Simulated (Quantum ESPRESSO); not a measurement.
## W and the effect of the choice of potentials or basis

The cell as given:

```xyz
1
Lattice="0.0000 2.0300 2.0300 2.0300 0.0000 2.0300 2.0300 2.0300 0.0000" Properties=species:S:1:pos:R:3 pbc="T T T"
W     0.0000    0.0000    0.0000
```

This isn't the form of W at room conditions, which is bcc.

Kept alike: task relaxation of cell and atoms; functional PBEsol; k mesh 11 × 11 × 11; occupations fermi-dirac, width 0.05 eV; no spin polarisation. Program: Quantum ESPRESSO. Cutoffs run from 762 to 1007 eV. The mesh is that of the run's cell of 1 atom. No spin-orbit coupling.

| choice of potentials or basis | volume (Å³/atom) |
| --- | --- |
| GBRV 1.5 PBEsol | 16.012 |
| PseudoDojo 0.4 SR PBEsol stringent | 16.008 |
| PseudoDojo 0.4.1 SR PBEsol standard | 16.008 |

The relaxations keep at least the cell's symmetry (Fm-3m). For a metal such a mesh leaves the last digits unconverged. Relaxations stop with a little pressure left, so the last digits of a volume or edge aren't settled.

The volume runs from 16.008 (PseudoDojo 0.4 SR PBEsol stringent; PseudoDojo 0.4.1 SR PBEsol standard) to 16.012 Å³/atom (GBRV 1.5 PBEsol).
